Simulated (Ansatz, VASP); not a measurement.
One calculation of SnO, two programs

```
CELL_PARAMETERS angstrom
3.82056 0.00000 0.00000
0.00000 3.82056 0.00000
0.00000 0.00000 30.63340
ATOMIC_POSITIONS crystal
Sn 0.50000 0.00000 0.46141
Sn 0.00000 0.50000 0.53859
O 0.00000 0.00000 0.50000
O 0.50000 0.50000 0.50000
```

Alike in both runs: functional PBE; dispersion D3(BJ); k mesh 6 × 6 × 1; occupations gaussian, width 0.02 eV; no spin polarisation.

Ansatz relaxed the structure, and its values are those at the end. VASP's run is a single point on that final structure, the one shown.

```csv
,VASP,Ansatz
version,VASP 6.6.1,Ansatz 0.2.0
potentials or method,"VASP PAW PBE potentials, release 64 (Sn_d, O)","scalar-relativistic, plane waves, PAW"
plane-wave cutoff (eV),520,420
valence electrons in the cell,40,40
```

|  | VASP | Ansatz | Ansatz less VASP |
| --- | --- | --- | --- |
| gap on the k mesh at the Fermi level (eV) | 3.09 | 3.11 | +0.019 |
| least direct gap on the mesh (eV) | 3.14 | 3.17 | +0.032 |
| rms of the force components (eV/Å) | 0.035 | 0.000 | -0.0350 |

Ansatz warned: «xc_potential_rough_in_thin_density».

Caveats: spin-orbit coupling is left out, which moves the levels of the heavy elements.
